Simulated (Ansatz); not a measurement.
WSe2 (P-6m2), one atom moved along a line

All numbers below come from Ansatz, DFT PBEsol, scalar-relativistic, plane waves, PAW. Settings: plane waves to 420 eV, k-mesh 12×12×1 (Γ-centred), Gaussian smearing 0.05 eV. Spin–orbit coupling is left out, which can shift energies with elements as heavy as these. No spin polarisation. Energies are free energies at this smearing, counted from the undisturbed cell; pressure is positive in compression.

Zero of the scan (relaxed at this level; this form isn't the usual structure):

```xyz
9
Lattice="3.2709 0.0000 0.0000 -1.6355 2.8327 0.0000 0.0000 0.0000 29.1848" Properties=species:S:1:pos:R:3 pbc="T T T"
W     1.6355    0.9442    0.0000
W     0.0000    1.8885   22.5734
W     0.0000    1.8885    6.6114
Se    0.0000    1.8885    1.6743
Se    1.6355    0.9442   24.2479
Se    1.6355    0.9442    8.2836
Se    0.0000    1.8885   27.5105
Se    1.6355    0.9442   20.9011
Se    1.6355    0.9442    4.9369
```

The cell holds layers and no dispersion correction was added, so their binding is poorly described.

Atom 5 (Se) is moved by x along the Cartesian unit vector (0.707, 0.707, 0.000); the cell and all other atoms stay fixed.

```
  x (Å)  ΔE (meV/cell)
-0.4500          772.7
-0.1500           97.2
 0.0000            0.0
 0.3000          442.4
 0.4500         1023.0
```

Q: Predict the force along x on the moved atoms (eV/Å) at each point.

A:
```tsv
x (Å)	force along x on the moved atoms (eV/Å)
-0.4500	3.05
-0.1500	1.26
0.0000	0.00
0.3000	-3.04
0.4500	-4.70
```